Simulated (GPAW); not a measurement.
Wanted: an ASE script for a GPAW 26.7.0 run.

- Task: band structure
- Functional: PBE
- Potentials or basis: GPAW PAW data sets (gpaw-data 1.2.1)
- Cutoff: 800 eV
- Basis: pw
- k mesh: 7 × 7 × 3
- Occupations: fermi-dirac, width 0.05 eV
- Spin: no spin polarisation
- Maxiter: 150
- Band path: GMKGALHA,LM,KH
- Band points: 60

Crystal: Al2O3.

```
Al O
1.0
     3.01748    0.00000    0.00000
    -1.50874    2.61322    0.00000
     0.00000    0.00000    7.57464
Al O
2 3
Direct
  0.00000 0.00000 0.72205
  0.00000 0.00000 0.27795
  0.00000 0.00000 0.50000
  0.66667 0.33333 0.80055
  0.33333 0.66667 0.19945
```

Measurements of this composition are mostly on another form, of space group No. 167.

The input as run:

run.py

```python
from ase import Atoms
from ase.dft.bandgap import bandgap
from ase.io import write
from ase.units import Bohr, GPa
from gpaw import GPAW, PW
from gpaw.elf import elf_from_dft_calculation

atoms = Atoms(['Al', 'Al', 'O', 'O', 'O'],
              cell=[[3.017482544, 0.0, 0.0],
                    [-1.508741272, 2.6132165386, 0.0],
                    [0.0, 0.0, 7.5746360022]],
              scaled_positions=[[0.0, 0.0, 0.722049],
                                [0.0, 0.0, 0.277951],
                                [0.0, 0.0, 0.5],
                                [0.6666666667, 0.3333333333, 0.800546],
                                [0.3333333333, 0.6666666667, 0.199454]],
              pbc=True)

calc = GPAW(mode=PW(800),
            xc='PBE',
            kpts={'size': (7, 7, 3), 'gamma': True},
            occupations={'name': 'fermi-dirac', 'width': 0.05},
            nbands=24,
            convergence={'density': 1e-05, 'energy': 1e-05},
            maxiter=150,
            txt='gpaw.txt')
atoms.calc = calc
energy = atoms.get_potential_energy()
forces = atoms.get_forces()
stress = atoms.get_stress()
calc.write('gs.gpw')
write('result.traj', atoms)
print(f'Energy: {energy:.6f} eV')
print('Forces (eV/A):')
print(forces.round(4))
print('Stress (GPa):', (stress / GPa).round(3))
print('Fermi level:', round(calc.get_fermi_level(), 4), 'eV')
print(f'Gap: {bandgap(calc)[0]:.4f} eV, direct: {bandgap(calc, direct=True)[0]:.4f} eV')

# fields on the real-space grid
write('density.cube', atoms, data=calc.get_pseudo_density() * Bohr**3)
write('potential.cube', atoms, data=calc.get_electrostatic_potential())
write('elf.cube', atoms, data=elf_from_dft_calculation(calc).data)

path = atoms.cell.bandpath('GMKGALHA,LM,KH', npoints=60, eps=1e-4)
bs_calc = calc.fixed_density(kpts=path, symmetry='off', nbands=37,
                             convergence={'bands': 'CBM+6.0', 'eigenstates': 1e-6}, txt='bands.txt')
bs = bs_calc.band_structure()
bs.write('bs.json')
print(f'Gap on the path: {bandgap(bs_calc)[0]:.4f} eV')
```

Potentials or basis: GPAW PAW data sets (gpaw-data 1.2.1), pw.

Run with:

```console
$ OMP_NUM_THREADS=1 python run.py
```

It gave:

The pressure is 1.4 GPa, the largest force is 0.051 eV/Å and the band gap on the k mesh is 2.33 eV, direct. The band gap along the path is 2.33 eV, direct.

Wall time 55 s on 1 thread of Arm Neoverse V2 (shared host), peak memory 0.37 GiB.
